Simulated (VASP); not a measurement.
# Sb (R-3m) in VASP: a series of runs

One crystal, Sb, is run at these levels: PBE; tasks: relaxation of cell and atoms.

Everything below comes from runs of VASP 6.6.1. Logs are shortened: lines on timing, memory, paths and dates and some standing lists are left out, and cuts for length are marked.

## Step 1: The structure

The structure is trigonal, space group R-3m (No. 166). The conventional cell has a = 4.308 Å, b = 4.308 Å, c = 11.274 Å, α = 90.00°, β = 90.00°, γ = 120.00°. Sb (site symmetry 3m) is surrounded by 3 Sb at 2.91 Å.

## Step 2: Relaxation of cell and atoms, PBE

INCAR reads:

```
SYSTEM = Sb
PREC     = Accurate       ! precision mode
ENCUT    = 520            ! plane-wave cutoff, eV
EDIFF    = 1E-6           ! SCF threshold, eV
ISMEAR   = 0              ! smearing method
SIGMA    = 0.1            ! smearing width, eV
LREAL    = .False.        ! projectors in reciprocal space
LASPH    = .True.         ! aspherical terms in the spheres
NELM     = 120            ! most SCF steps
ALGO     = Normal         ! electronic algorithm
ISIF     = 3              ! what is computed and relaxed
LWAVE    = .False.        ! write WAVECAR
LCHARG   = .False.        ! write CHGCAR
GGA      = PE             ! functional
IBRION   = 2              ! ionic algorithm
NSW      = 90             ! ionic steps
EDIFFG   = -0.01          ! ionic threshold
```

KPOINTS reads:

```
regular mesh
0
Gamma
  12 12 12
  0 0 0
```

POSCAR reads:

```
Sb
1.0
    2.1542000000      1.2437279500      3.7580000000
   -2.1542000000      1.2437279500      3.7580000000
    0.0000000000     -2.4874559000      3.7580000000
Sb
2
Direct
    0.2334900000      0.2334900000      0.2334900000
    0.7665100000      0.7665100000      0.7665100000
```

Potentials or basis: VASP PAW PBE potentials, release 64 (Sb).

Command:

```
> cat potpaw_PBE.64/Sb/POTCAR > POTCAR
> mpirun -np 1 vasp_std > vasp.out
```

OUTCAR:

```text
SYSTEM = Sb
   PREC = Accurate
   ENCUT = 520
   EDIFF = 1E-6
   ISMEAR = 0
   LREAL = .False.
   LASPH = .True.
   NELM = 120
   ISIF = 3
   GGA = PE
   IBRION = 2
   NSW = 90
   EDIFFG = -0.01

 ion  position               nearest neighbor table
   1  0.233  0.233  0.233-   2 2.91   2 2.91   2 2.91   2 3.35   2 3.35   2 3.35
   2  0.767  0.767  0.767-   1 2.91   1 2.91   1 2.91   1 3.35   1 3.35   1 3.35

  LATTYP: Found a trigonal (rhomboedric) cell.
 ALAT       =     4.5066618304
 COS(alpha) =     0.5430253623

  Lattice vectors:

 A1 = (   2.1542000000,   1.2437279500,   3.7580000000)
 A2 = (  -2.1542000000,   1.2437279500,   3.7580000000)
 A3 = (   0.0000000000,  -2.4874559000,   3.7580000000)

Analysis of symmetry for initial positions (statically):
=====================================================================
 Subroutine PRICEL returns:
 Original cell was already a primitive cell.

 Routine SETGRP: Setting up the symmetry group for a
 trigonal (rhombohedral) supercell.

 Subroutine GETGRP returns: Found 12 space group operations
 (whereof 12 operations were pure point group operations)
 out of a pool of 12 trial point group operations.

The static configuration has the point symmetry D_3d.

Analysis of symmetry for dynamics (positions and initial velocities):
=====================================================================
 Subroutine PRICEL returns:
 Original cell was already a primitive cell.

 Routine SETGRP: Setting up the symmetry group for a
 trigonal (rhombohedral) supercell.

 Subroutine GETGRP returns: Found 12 space group operations
 (whereof 12 operations were pure point group operations)
 out of a pool of 12 trial point group operations.

The dynamic configuration has the point symmetry D_3d.

 Subroutine INISYM returns: Found 12 space group operations
 (whereof 12 operations are pure point group operations),
 and found     1 'primitive' translations

----------------------------------------------------------------------------------------

                                     Primitive cell

  volume of cell :      60.4115

  direct lattice vectors                    reciprocal lattice vectors
     2.154200000  1.243727950  3.758000000     0.232104726  0.134005726  0.088699663
    -2.154200000  1.243727950  3.758000000    -0.232104726  0.134005726  0.088699663
     0.000000000 -2.487455900  3.758000000     0.000000000 -0.268011452  0.088699663

  length of vectors
     4.506661830  4.506661830  4.506661830     0.282307932  0.282307932  0.282307932

  position of ions in fractional coordinates (direct lattice)
     0.233490000  0.233490000  0.233490000
     0.766510000  0.766510000  0.766510000

  ion indices of the primitive-cell ions
   primitive index   ion index
                 1           1
                 2           2

----------------------------------------------------------------------------------------

 KPOINTS: regular mesh

Automatic generation of k-mesh.
 Grid dimensions read from file:
 generate k-points for:   12   12   12

 Generating k-lattice:

  Cartesian coordinates                     Fractional coordinates (reciprocal lattice)
     0.019342060  0.011167144  0.007391639     0.083333333 -0.000000000  0.000000000
    -0.019342060  0.011167144  0.007391639    -0.000000000  0.083333333  0.000000000
     0.000000000 -0.022334288  0.007391639     0.000000000  0.000000000  0.083333333

  Length of vectors
     0.023525661  0.023525661  0.023525661

  Shift w.r.t. Gamma in fractional coordinates (k-lattice)
     0.000000000  0.000000000  0.000000000

 Subroutine IBZKPT returns following result:
 ===========================================

 Found    189 irreducible k-points:

 Following reciprocal coordinates:
            Coordinates               Weight
  0.000000  0.000000  0.000000      1.000000
  0.083333  0.000000  0.000000      6.000000
  0.166667  0.000000  0.000000      6.000000
  0.250000  0.000000  0.000000      6.000000
  0.333333  0.000000 -0.000000      6.000000
  0.416667  0.000000  0.000000      6.000000
[... 16 lines left out ...]
  0.500000  0.166667  0.000000     12.000000
 -0.416667  0.166667 -0.000000     12.000000
 [... further k-points ...]
   k-points           NKPTS =    189   k-points in BZ     NKDIM =    189   number of bands    NBANDS=      9
   number of dos      NEDOS =    301   number of ions     NIONS =      2
   total plane-waves  NPLWV =  46656
   dimension x,y,z NGX =    36 NGY =   36 NGZ =   36
   dimension x,y,z NGXF=    72 NGYF=   72 NGZF=   72
   ions per type =               2
   NGX,Y,Z   is equivalent  to a cutoff of  13.28, 13.28, 13.28 a.u.
   NGXF,Y,Z  is equivalent  to a cutoff of  26.56, 26.56, 26.56 a.u.
 SYSTEM =  Sb
   PREC   = accura    normal or accurate (medium, high low for compatibility)
   ISTART =      0    job   : 0-new  1-cont  2-samecut
   ICHARG =      2    charge: 1-file 2-atom 10-const
   ISPIN  =      1    spin polarized calculation?
   LNONCOLLINEAR =      F non collinear calculations
   LSORBIT =      F    spin-orbit coupling
   LASPH  =      T    aspherical Exc in radial PAW
   ENCUT  =  520.0 eV  38.22 Ry    6.18 a.u.   8.38  8.38  8.38*2*pi/ulx,y,z
   NELM   =    120;   NELMIN=  2; NELMDL= -5     # of ELM steps
   EDIFF  = 0.1E-05   stopping-criterion for ELM
   LREAL  =      F    real-space projection
   EDIFFG = -.1E-01   stopping-criterion for IOM
   NSW    =     90    number of steps for IOM
   IBRION =      2    ionic relax: 0-MD 1-quasi-New 2-CG
   NFREE  =      1    steps in history (QN), initial steepest desc. (CG)
   ISIF   =      3    stress and relaxation
   ISYM   =      2    0-nonsym 1-usesym 2-fastsym
   POTIM  = 0.5000    time-step for ionic-motion
   TEBEG  =    0.0;   TEEND  =   0.0 temperature during run
   PSTRESS=    0.0 pullay stress
   NELECT =      10.0000    total number of electrons
   NUPDOWN=      -1.0000    fix difference up-down
   EMIN   =  10.00;   EMAX   =-10.00  energy-range for DOS
   EFERMI =   0.00;   METHOD = LEGACY
   ISMEAR =     0;   SIGMA  =   0.10  broadening in eV -4-tet -1-fermi 0-gaus
   EFERMI_NEDOS =   21; number of points for ismear=-14 and -15
   IALGO  =     38    algorithm
   IMIX   =      4    mixing-type and parameters
     AMIX     =   0.40;   BMIX     =  1.00
     AMIX_MAG =   1.60;   BMIX_MAG =  1.00
  volume/ion in A,a.u.               =      30.21       203.84
  Fermi-wavevector in a.u.,A,eV,Ry     =   0.898880  1.698637 10.993305  0.807985
  Thomas-Fermi vector in A             =   2.021644
   LORBIT       =      0    0 simple, 1 ext, 2 COOP (PROOUT), +10 PAW based schemes
   GGA     = PE    functional components
   LHFCALC =     F    Hartree Fock is set to
   AEXX    =    0.0000 exact exchange contribution
   IVDW    =     0    specifies the selected vdW correction
   LEPSILON=     F    determine dielectric tensor
   LRPA    =     F    only Hartree local field effects (RPA)
 conjugate gradient relaxation of ions
 non-spin polarized calculation
 Gauss-broadening in eV      SIGMA  =   0.10
  energy-cutoff  :      520.00
  volume of cell :       60.41
 maximum number of plane-waves:      1641
 NGX is ok and might be reduce to    36
   NGX = 17   NGY = 17   NGZ = 17

--------------------------------------- Ionic step        1  -------------------------------------------

 number of electron      10.0000000 magnetization

 Free energy of the ion-electron system (eV)
  ---------------------------------------------------
  ext. energy  EPLUGINS =         0.00000000
  ---------------------------------------------------
  free energy    TOTEN  =        -8.25034736 eV

  energy without entropy =       -8.24980788  energy(sigma->0) =       -8.25007762

------------------------ aborting loop because EDIFF is reached ----------------------------------------

  FORCE on cell =-STRESS in cart. coord.  units (eV):
  Direction    XX          YY          ZZ          XY          YZ          ZX
  --------------------------------------------------------------------------------------
  -------------------------------------------------------------------------------------
  Total        1.1229852      1.1229852      0.9183904      0.0000000     -0.0000000     -0.0000000
  in kB       29.7827770     29.7827770     24.3567013      0.0000000     -0.0000000     -0.0000000
  external PRESSURE =      27.9740851 kB  Pullay stress =       0.0000000 kB

 VOLUME and BASIS-vectors are now :
 -----------------------------------------------------------------------------
  energy-cutoff  :      520.00
  volume of cell :       60.41
      direct lattice vectors                 reciprocal lattice vectors
     2.154200000  1.243727950  3.758000000     0.232104726  0.134005726  0.088699663
    -2.154200000  1.243727950  3.758000000    -0.232104726  0.134005726  0.088699663
     0.000000000 -2.487455900  3.758000000     0.000000000 -0.268011452  0.088699663
[... 181 lines left out ...]
 POSITION                                       TOTAL-FORCE (eV/Angst)
 -----------------------------------------------------------------------------------
     -0.00000      0.00000      2.67316        -0.000000     -0.000000      0.001409
     -0.00000      0.00000      8.78223         0.000000      0.000000     -0.001409
 -----------------------------------------------------------------------------------
    total drift:                                0.000000      0.000000     -0.000000

  FREE ENERGIE OF THE ION-ELECTRON SYSTEM (eV)
  ---------------------------------------------------
  free  energy   TOTEN  =        -8.2754682643 eV

  energy  without entropy=       -8.2748412864  energy(sigma->0) =       -8.27515478

--------------------------------------- Ionic step        7  -------------------------------------------

 number of electron      10.0000000 magnetization

 Free energy of the ion-electron system (eV)
  ---------------------------------------------------
  ext. energy  EPLUGINS =         0.00000000
  ---------------------------------------------------
  free energy    TOTEN  =        -8.27551373 eV

  energy without entropy =       -8.27486656  energy(sigma->0) =       -8.27519014

 E-fermi :   6.6169     XC(G=0):  -9.3132

 val. band max:        6.5434625278   @ k =   0.4167   0.0833   0.0833
 cond. band min:       6.6286024093   @ k =   0.3333   0.1667   0.1667
 fundamental gap:      0.0851398815
 Fermi energy:         6.6169034234

 k-point     1 :       0.0000    0.0000    0.0000
  band No.  band energies     occupation
      1      -5.6780      2.00000
      2       1.6163      2.00000
      3       4.7221      2.00000
      4       4.9634      2.00000
      5       4.9634      2.00000
      6       8.6730      0.00000
      7       9.2684      0.00000
      8       9.2684      0.00000
      9      11.8121      0.00000

 k-point     2 :       0.0833    0.0000    0.0000
  band No.  band energies     occupation
      1      -5.6052      2.00000
      2       1.3238      2.00000
      3       4.7525      2.00000
      4       4.9448      2.00000
      5       5.0523      2.00000
      6       8.6461      0.00000
      7       9.0608      0.00000
      8       9.0998      0.00000
      9      11.4767      0.00000
[... 253 lines left out ...]
 k-point    24 :      -0.4167    0.1667   -0.0000
  band No.  band energies     occupation
      1      -3.3116      2.00000
      2      -2.6044      2.00000
      3       3.1372      2.00000
      4       4.5165      2.00000
      5       5.0532      2.00000
      6       7.6093      0.00000
      7       7.8633      0.00000
      8       9.6180      0.00000
      9      13.1398      0.00000

 [... further k-points ...]

------------------------ aborting loop because EDIFF is reached ----------------------------------------

  FORCE on cell =-STRESS in cart. coord.  units (eV):
  Direction    XX          YY          ZZ          XY          YZ          ZX
  --------------------------------------------------------------------------------------
  -------------------------------------------------------------------------------------
  Total        0.0054125      0.0054125      0.0054897     -0.0000000     -0.0000000      0.0000000
  in kB        0.1365008      0.1365008      0.1384482     -0.0000000     -0.0000000      0.0000000
  external PRESSURE =       0.1371499 kB  Pullay stress =       0.0000000 kB

 VOLUME and BASIS-vectors are now :
 -----------------------------------------------------------------------------
  energy-cutoff  :      520.00
  volume of cell :       63.53
      direct lattice vectors                 reciprocal lattice vectors
     2.188751214  1.263676103  3.828169402     0.228440764  0.131890337  0.087073820
    -2.188751214  1.263676103  3.828169402    -0.228440764  0.131890337  0.087073820
    -0.000000000 -2.527352206  3.828169402     0.000000000 -0.263780673  0.087073820

 POSITION                                       TOTAL-FORCE (eV/Angst)
 -----------------------------------------------------------------------------------
     -0.00000      0.00000      2.67871        -0.000000      0.000000      0.002203
     -0.00000      0.00000      8.80580         0.000000     -0.000000     -0.002203
 -----------------------------------------------------------------------------------
    total drift:                                0.000000     -0.000000      0.000000

  FREE ENERGIE OF THE ION-ELECTRON SYSTEM (eV)
  ---------------------------------------------------
  free  energy   TOTEN  =        -8.2755137275 eV

  energy  without entropy=       -8.2748665614  energy(sigma->0) =       -8.27519014

 reached required accuracy - stopping structural energy minimisation
```

Wall time 2.2 min (1 thread of Intel Xeon Platinum 8559C (Emerald Rapids), shared host); peak memory 0.28 GiB.

What came out:

```yaml
Free_energy: -8.2755 eV
Relaxed_volume: 31.76 Å³/atom
Relaxed_cell: a = 4.587 Å, b = 4.587 Å, c = 4.587 Å, α = 57.00°, β = 57.00°, γ = 57.00°
Space_group_after_relaxing_to_0.05_Å: R-3m (No. 166)
Energy_gained_by_relaxing: 12.6 meV/atom
Ionic_steps: 7
Pressure_after_relaxing: 0.0 GPa
Band_gap_on_the_k_mesh: none (metal or under the smearing width)
```

Forces on the atoms (eV/Å):
```
Sb   0.000  0.000  0.002
Sb   0.000  0.000 -0.002
```

Step by step:
```tsv
step	energy change (eV)	largest force (eV/Å)	pressure (GPa)	volume (Å³)
1	0.0000	0.2386	2.80	60.41
2	-0.0134	0.2266	-1.57	65.14
3	-0.0246	0.0517	0.04	63.16
4	-0.0248	0.0363	0.03	63.23
5	-0.0250	0.0011	0.00	63.43
6	-0.0251	0.0014	0.01	63.47
7	-0.0252	0.0022	0.01	63.53
```

Final structure:
```
Sb
1.0
     2.18875    1.26368    3.82817
    -2.18875    1.26368    3.82817
     0.00000   -2.52735    3.82817
Sb
2
Direct
  0.23325 0.23325 0.23325
  0.76675 0.76675 0.76675
```

The run has no spin-orbit coupling, so splittings on Sb are missing. PBE usually gives volumes a little too large and moduli too small.

(Continued in part 2 of 2.)
